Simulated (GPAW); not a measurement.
The system is Bi.

```
CELL_PARAMETERS angstrom
-1.98143 1.98143 1.98143
1.98143 -1.98143 1.98143
1.98143 1.98143 -1.98143
ATOMIC_POSITIONS crystal
Bi 0.00000 0.00000 0.00000
```

This isn't the form of Bi at room conditions, which is rhombohedral.

- Program: GPAW 26.7.0
- Task: relaxation of cell and atoms
- Functional: PBEsol
- Potentials or basis: PAW data sets generated in the run's folder for this functional
- Cutoff: 600 eV
- Basis: pw
- k mesh: 9 × 9 × 9
- Occupations: fermi-dirac, width 0.05 eV
- Spin: no spin polarisation

At the start: pressure -2.1 GPa; volume 31.12 Å³/atom.

Task: How do energy, volume and symmetry change on relaxing?

Result: Over 3 steps the energy falls by 7.2 meV/atom and the volume is 29.95 Å³/atom (-3.8 %); space group Im-3m (No. 229, to 0.05 Å).

Step by step:
```
step  energy change (eV)  largest force (eV/Å)  pressure (GPa)  volume (Å³)
   1              0.0000                0.0000           -2.08        31.12
   2             -0.0053                0.0000           -1.16        30.58
   3             -0.0072                0.0000            0.04        29.95
```

Final structure:
```xyz
1
Lattice="-1.9563 1.9563 1.9563 1.9563 -1.9563 1.9563 1.9563 1.9563 -1.9563" Properties=species:S:1:pos:R:3 pbc="T T T"
Bi    0.0000    0.0000    0.0000
```

Caveat: later steps reuse the first step's grids.
